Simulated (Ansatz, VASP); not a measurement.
**ZrB2: VASP beside Ansatz**

Contents of INCAR:

```
ALGO     = Normal         # electronic algorithm
EDIFF    = 1E-7           # SCF threshold, eV
EDIFFG   = -0.01          # ionic threshold
ENCUT    = 600            # plane-wave cutoff, eV
GGA      = PS             # functional
IBRION   = 2              # ionic algorithm
ISIF     = 4              # what is computed and relaxed
ISMEAR   = 0              # smearing method
LASPH    = T              # aspherical terms in the spheres
LCHARG   = F              # write CHGCAR
LREAL    = F              # projectors in reciprocal space
LWAVE    = F              # write WAVECAR
NELM     = 100            # most SCF steps
NSW      = 50             # ionic steps
PREC     = Accurate       # precision mode
SIGMA    = 0.1            # smearing width, eV
```

KPOINTS

```
k-points
0
Gamma
  18 18 12
```

File POSCAR:

```
ZrB2
1.0
    3.2526384808      0.0000000000      0.0000000000
   -1.6263192404      2.8168675537      0.0000000000
    0.0000000000      0.0000000000      3.6291900761
Zr B
1 2
Direct
    0.0000000000      0.0000000000      0.0000000000
    0.3333333333      0.6666666667      0.5000000000
    0.6666666667      0.3333333333      0.5000000000
```

Input for Ansatz:

```yaml
crystal:
  lattice:
    - [3.2526384814, 0.0, 0.0]
    - [-1.6263192407, 2.8168675542, 0.0]
    - [0.0, 0.0, 3.6291900745]
  atoms:
    - { symbol: Zr, position: [0.0, 0.0, 0.0] }
    - { symbol: B, position: [0.3333333333, 0.6666666667, 0.5] }
    - { symbol: B, position: [0.6666666667, 0.3333333333, 0.5] }
basis:
  ecutwfc: 420
kpoints:
  mp_grid: { grid: [18, 18, 12] }
hamiltonian:
  xc: pbesol
scf:
  occupations: { method: gaussian, width: 0.1 }
output:
  forces: true
  stress: true
  eigenvalues: true
relax:
  adjacent_minimum: "off"
  f_tol: 0.01
  max_steps: 30
  cell: { stress_tol: 0.1, fix: [volume] }
```

Alike in both runs: task relaxation of shape and atoms at fixed volume; functional PBEsol; k mesh 18 × 18 × 12; occupations gaussian, width 0.1 eV; no spin polarisation.

|  | VASP | Ansatz |
| --- | --- | --- |
| version | VASP 6.6.1 | Ansatz 0.2.0 |
| potentials or method | VASP PAW PBE potentials, release 64 (Zr_sv, B) | scalar-relativistic, plane waves, PAW |
| plane-wave cutoff (eV) | 600 | 420 |
| valence electrons in the cell | 18 | 18 |

|  | VASP | Ansatz | Ansatz less VASP |
| --- | --- | --- | --- |
| gap on the k mesh at the Fermi level, each at its own relaxed structure (eV) | none | none | - |
| relaxed volume (Å³/atom) | 11.08 | 11.08 | 0.000 |
| relaxed cell length with the largest relative difference (Å) | 3.636 | 3.636 | +0.0003 |

A gap of «none» marks a metal or a gap that the smearing closes.

Caveats: the PAW data sets were made with another functional, which shifts forces and pressure a little (VASP).
